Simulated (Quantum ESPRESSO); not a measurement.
# BN: equation of state with PBEsol

Crystal: BN.

```
CELL_PARAMETERS angstrom
1.25112 0.72234 3.37293
-1.25112 0.72234 3.37293
0.00000 -1.44467 3.37293
ATOMIC_POSITIONS crystal
N 0.66724 0.66724 0.66724
B 0.00033 0.00033 0.00033
```

The cell is a database's computed one.

```yaml
Program: Quantum ESPRESSO 7.5
Task: equation of state
Functional: PBEsol
Potentials_or_basis: GBRV 1.5 PBEsol
Cutoff: 612 eV
Density_cutoff: 4898 eV
k_mesh: 12 × 12 × 12
Occupations: fermi-dirac, width 0.05 eV
Spin: no spin polarisation
```

* Equilibrium volume: 9.19 Å³/atom
* Bulk modulus at fixed shape and positions: 238 GPa
* Pressure derivative of the bulk modulus: 3.6

Energy against volume, from the lowest point:
```tsv
volume (Å³/atom)	energy (meV/atom)
8.596	31.38
8.779	14.47
8.962	4.20
9.145	0.00
9.328	1.35
9.510	7.75
9.693	18.77
```

All runs of the series together: 50 s on 2 threads of Intel(R) Xeon(R) 6975P-C (Granite Rapids), with other jobs on the host.

Caveat: the cell was scaled at fixed shape and fractional positions, which overstates the stiffness of a crystal with free parameters, most of all of layers and chains.
